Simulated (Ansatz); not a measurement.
Pb:

```
Pb
1.0
     0.00000    3.43900    3.43900
     3.43900    0.00000    3.43900
     3.43900    3.43900    0.00000
Pb
2
Direct
  0.25000 0.25000 0.25000
  0.00000 0.00000 0.00000
```

This isn't the form of Pb at room conditions, which is fcc.

* Program: Ansatz 0.2.0
* Task: relaxation of cell and atoms
* Functional: B3LYP
* Potentials or basis: Ansatz PAW
* Cutoff: 420 eV (not typed: the program's choice for these potentials)
* k mesh: 4 × 4 × 4
* Occupations: fermi-dirac, width 0.05 eV
* Spin: no spin polarisation

At the start: volume 40.67 Å³/atom.

Task: Where does the relaxation end?

Result: It ends after 5 steps and the volume is 45.84 Å³/atom (+12.7 %); space group Fd-3m (No. 227, to 0.05 Å).

The path:
| step | energy change (eV) | largest force (eV/Å) | volume (Å³) |
| --- | --- | --- | --- |
| 1 | 0.0000 | 0.0000 | 81.34 |
| 2 | -0.1069 | 0.0000 | 93.80 |
| 3 | -0.1104 | 0.0000 | 92.10 |
| 4 | -0.1106 | 0.0000 | 91.69 |
| 5 | -0.1112 | 0.0000 | 91.69 |

Final structure:
```yaml
crystal:
  lattice:
    - [0.00000, 3.57899, 3.57899]
    - [3.57899, 0.00000, 3.57899]
    - [3.57899, 3.57899, 0.00000]
  atoms:
    - { symbol: Pb, position: [0.25000, 0.25000, 0.25000] }
    - { symbol: Pb, position: [0.00000, 0.00000, 0.00000] }
```

Caveat: the k mesh is coarse (spacing up to 0.40 Å⁻¹), so the values aren't converged, least of all with exact exchange; the plane-wave basis is chosen anew once the cell has moved, so the energies of steps on either side of that aren't comparable; the PAW data sets come from PBE, with cores solved anew for the run's functional, which leaves a small shift of forces and pressure.
